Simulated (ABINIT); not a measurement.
## PbS (Galena): band structure with RPBE

PbS (Galena):

```
Pb S
1.0
     0.00000    2.96575    2.96575
     2.96575    0.00000    2.96575
     2.96575    2.96575    0.00000
Pb S
1 1
Direct
  0.00000 0.00000 0.00000
  0.50000 0.50000 0.50000
```

```json
{"Program": "ABINIT 10.8.3 (patched build)", "Task": "band structure", "Functional": "RPBE", "Potentials or basis": "JTH PAW PBE v2.0 sp", "Cutoff": "544 eV", "k mesh": "8 × 8 × 8", "Occupations": "fermi-dirac, width 0.05 eV", "Spin": "no spin polarisation", "Fine-grid cutoff": "1088.46 eV", "Exchange and correlation inside the PAW spheres": "full angular mesh (pawxcdev 0, this build's default; the released program takes 1)"}
```

```
Pressure                                              : 4.2 GPa
Band gap on the k mesh                                : 0.49 eV, direct
Band gap along the path                               : 0.49 eV, direct
Valence electrons inside the program's atomic spheres : Pb 2.51; S 3.51
```

Levels at the corners of the path, in eV from the valence-band top:
```csv
point,band 3,band 4,band 5,band 6,band 7,band 8
Γ,-2.11,-2.11,-2.11,5.27,5.27,5.27
X,-5.15,-3.39,-3.39,3.92,5.70,5.76
W,-4.39,-4.39,-1.02,2.24,4.79,4.79
K,-4.74,-2.91,-2.46,3.43,4.16,5.18
Γ,-2.11,-2.11,-2.11,5.27,5.27,5.27
L,-1.79,-1.79,0.00,0.49,2.02,2.02
U,-4.74,-2.91,-2.46,3.43,4.16,5.18
W,-4.39,-4.39,-1.02,2.24,4.79,4.79
L,-1.79,-1.79,0.00,0.49,2.02,2.02
K,-4.74,-2.91,-2.46,3.43,4.16,5.18
```

It took 59 s on 1 thread of Arm Neoverse V1 (shared host), peak memory 0.15 GiB.

Caveat: the PAW data sets were made with another functional, which shifts forces and pressure a little; spin-orbit coupling is left out, which as a rule narrows the gap of such compounds by several tenths of an eV; this set keeps more shells in the core, which shifts pressures and gaps.
